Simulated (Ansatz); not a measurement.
The system is Bi2Se3 (Paraguanajuatite).

```
Bi Se
1.0
     2.07150    1.19598    9.54533
    -2.07150    1.19598    9.54533
     0.00000   -2.39196    9.54533
Bi Se
2 3
Cartesian
  0.0000 0.0000 17.1587
  0.0000 0.0000 11.4773
  0.0000 0.0000 22.5738
  0.0000 0.0000 6.0622
  0.0000 0.0000 0.0000
```

Base run:

| Quantity | Value |
| --- | --- |
| Program | Ansatz 0.2.0 |
| Functional | BLYP |
| Potentials or basis | Ansatz PAW |
| Cutoff | 420 eV (not typed: the program's choice for these potentials) |
| k mesh | 8 × 8 × 8 |
| Occupations | fermi-dirac, width 0.05 eV |
| Spin | no spin polarisation |

Its results: band gap on the k mesh 0.27 eV, direct; pressure 6.3 GPa; largest force 0.305 eV/Å.

**Question.** The run is repeated on the same cell with these changes: functional from BLYP to r2SCAN; cutoff from 420 eV (not typed: the program's choice for these potentials) to 500 eV (not typed: the program's choice for these potentials). What comes out?

**Answer.** Band gap on the k mesh 0.49 eV, direct; pressure 1.4 GPa; largest force 0.080 eV/Å.

r2SCAN gives the wider gap, since meta-GGAs in the generalised Kohn-Sham scheme recover part of the derivative discontinuity.

Caveats: spin-orbit coupling is left out, which as a rule narrows the gap of such compounds by several tenths of an eV; the PAW data sets come from PBE, with cores solved anew for the run's functional, which leaves a small shift of forces and pressure; the density of states is complete only up to the lowest level of the last band computed.

A k mesh can miss the band edges.
